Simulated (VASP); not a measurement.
Set up this calculation in VASP 6.6.1, as the native input.

```
Task                   : relaxation of cell and atoms
Functional             : PBE
Dispersion             : TS
Potentials or basis    : VASP PAW PBE potentials, release 64 (Te, Be)
Cutoff                 : 600 eV
k mesh                 : 8 × 8 × 8
Occupations            : fermi-dirac, width 0.05 eV
Spin                   : no spin polarisation
Further INCAR settings : ALGO = Normal; EDIFF = 1e-07; IBRION = 2; EDIFFG = -0.02; NSW = 40; ISIF = 3
```

The structure of BeTe lies in POSCAR:

```
BeTe
1.0
    0.0000000000      2.7700000000      2.7700000000
    2.7700000000      0.0000000000      2.7700000000
    2.7700000000      2.7700000000      0.0000000000
Te Be
1 1
Direct
    0.7500000000      0.7500000000      0.7500000000
    0.0000000000      0.0000000000      0.0000000000
```

These files were run (other wordings do the same):

INCAR

```
PREC = Accurate
ENCUT = 600
EDIFF = 1E-7
ISMEAR = -1
SIGMA = 0.05
LREAL = F
LASPH = T
NELM = 100
ALGO = Normal
ISIF = 3
LWAVE = F
LCHARG = F
GGA = PE
IVDW = 2
IBRION = 2
NSW = 40
EDIFFG = -0.02
```

KPOINTS

```
regular mesh
0
Gamma
  8 8 8
```

Potentials or basis: VASP PAW PBE potentials, release 64 (Te, Be).

Command:

```sh
$ cat potpaw_PBE.64/Te/POTCAR potpaw_PBE.64/Be/POTCAR > POTCAR
$ mpirun -np 1 vasp_std > vasp.out
```

Results of the run:

```
Relaxed volume                         : 22.45 Å³/atom
Relaxed cell                           : a = 3.989 Å, b = 3.989 Å, c = 3.989 Å, α = 60.00°, β = 60.00°, γ = 60.00°
Space group after relaxing (to 0.05 Å) : F-43m (No. 216)
Energy gained by relaxing              : 12.7 meV/atom
Ionic steps                            : 3
Pressure after relaxing                : 0.0 GPa
Band gap on the k mesh                 : 1.99 eV, indirect (least direct gap 3.61 eV)
Hirshfeld charges                      : Te +0.01; Be -0.01 e
Dispersion energy per atom             : -0.258 eV
```

Caveat: spin-orbit coupling is left out, which moves the levels of the heavy elements.

It took 21 s on 1 thread of AMD EPYC 9R45 (Zen 5), with other jobs on the host, peak memory 0.15 GiB.
